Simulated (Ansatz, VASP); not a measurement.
## Two plane-wave programs on PtS2

Contents of INCAR:

```
SYSTEM = PtS2
ALGO = Normal ; EDIFF = 1E-7
ENCUT = 520 ; GGA = PE
ISIF = 2 ; ISMEAR = -1
LASPH = .True. ; LCHARG = .False.
LREAL = .False. ; LWAVE = .False.
NBANDS = 18 ; NELM = 60
PREC = Accurate ; SIGMA = 0.05
```

The input KPOINTS:

```
k-points
0
Gamma
  9 9 5
  0 0 0
```

File POSCAR:

```
PtS2
1.0
    3.4953130487      0.0000000000      0.0000000000
   -1.7476565244      3.0270298944      0.0000000000
    0.0000000000      0.0000000000      4.9706997601
Pt S
1 2
Direct
    0.0000000000      0.0000000000      0.0000000000
    0.6666666667      0.3333333333      0.7730000000
    0.3333333333      0.6666666667      0.2270000000
```

Contents of input.yaml:

```yaml
crystal:
  lattice:
    - [3.4953130487, 0.0, 0.0]
    - [-1.7476565244, 3.0270298944, 0.0]
    - [0.0, 0.0, 4.9706997601]
  atoms:
    - { symbol: Pt, position: [0.0, 0.0, 0.0] }
    - { symbol: S, position: [0.6666666667, 0.3333333333, 0.773] }
    - { symbol: S, position: [0.3333333333, 0.6666666667, 0.227] }
hamiltonian:
  xc: pbe
  pseudopotentials: { kind: paw }
kpoints:
  mp_grid: { grid: [9, 9, 5] }
scf:
  occupations: { method: fermi_dirac, width: 0.05 }
output:
  forces: true
  stress: true
  eigenvalues: true
  write_density: true
  write_potential: true
  elf: true
  volumetric_format: npy
```

Change from the starting cell: volume scaled by 0.96.

Alike in both runs: task single point; functional PBE; k mesh 9 × 9 × 5; occupations fermi-dirac, width 0.05 eV; no spin polarisation.

|  | VASP | Ansatz |
| --- | --- | --- |
| version | VASP 6.6.1 | Ansatz 0.2.0 |
| potentials or method | VASP PAW PBE potentials, release 64 (Pt, S) | Ansatz PAW |
| plane-wave cutoff (eV) | 520 | 420 |
| valence electrons in the cell | 22 | 30 |

Ansatz gave:

```
gap on the k mesh at the Fermi level (eV)       : 1.06
least direct gap on the mesh (eV)               : 1.11
pressure (GPa)                                  : 19.5
largest component of the traceless stress (GPa) : 3.55
rms of the force components (eV/Å)              : 0.912
```

Task: Estimate VASP's values.

Result: gap on the k mesh at the Fermi level (eV): 1.08; least direct gap on the mesh (eV): 1.12; pressure (GPa): 18.9; largest component of the traceless stress (GPa): 3.35; rms of the force components (eV/Å): 0.889.

Atom by atom the forces differ by 0.023 eV/Å (rms over components). The functional is the same, so the differences come from potentials, cutoffs and numerics. The two sets of potentials don't hold the same shells in valence.

Caveats: spin-orbit coupling is left out, which moves the levels of the heavy elements; forces of over 1 eV/Å show positions far from the minimum, so gaps and moduli don't describe the material at rest; an odd mesh through Γ misses points on the zone boundary, where band edges often lie (VASP); odd divisions of the mesh miss points on the zone boundary, where band edges often lie, so the gap on the mesh can be too wide (Ansatz).
